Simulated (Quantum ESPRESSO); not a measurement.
Crystal: BaTiO3.

```xyz
5
Lattice="4.0060 0.0000 0.0000 0.0000 4.0060 0.0000 0.0000 0.0000 4.0060" Properties=species:S:1:pos:R:3 pbc="T T T"
Ti    0.0000    0.0000    0.0000
Ba    2.0030    2.0030    2.0030
O     0.0000    0.0000    2.0030
O     0.0000    2.0030    0.0000
O     2.0030    0.0000    0.0000
```

```yaml
Program: Quantum ESPRESSO 7.5
Task: Hubbard U by linear response
Functional: LDA
Potentials_or_basis: GBRV 1.5 LDA
Cutoff: 612 eV
Density_cutoff: 4898 eV
k_mesh: 4 × 4 × 4
Occupations: fermi-dirac, width 0.05 eV
Spin: no spin polarisation
Hubbard_terms: Ti d U = 4.0 eV
Start_of_the_occupations: default
Hubbard_projectors: atomic
Form_of_the_LDA_correlation: PZ81
Mixing_beta: 0.3
Most_SCF_iterations: 120
SCF_threshold: 1e-09 Ry
q_mesh: 1 × 1 × 1
```

The first run showed a gap, so the response started from a second, tighter run with fixed occupations.

**Question.** What Hubbard parameters does linear response give?

**Answer.** U = 3.98 eV on Ti 3d. The values belong to these projectors, potentials and this ground state, and don't carry over to other codes.

Hubbard U from linear response:
| site | manifold | U (eV) |
| --- | --- | --- |
| 1 | Ti-3d | 3.98 |
On the first site the bare response is -0.489 and the screened one -0.166 eV⁻¹.

Eigenvalues of the final occupation matrices:
```tsv
site	spin	trace	eigenvalues
Ti 1 3d	each	1.41	0.20 0.20 0.20 0.40 0.40
```

Caveat: the computed U isn't converged in cell size; spin-orbit coupling is left out, which moves the levels of the heavy elements.
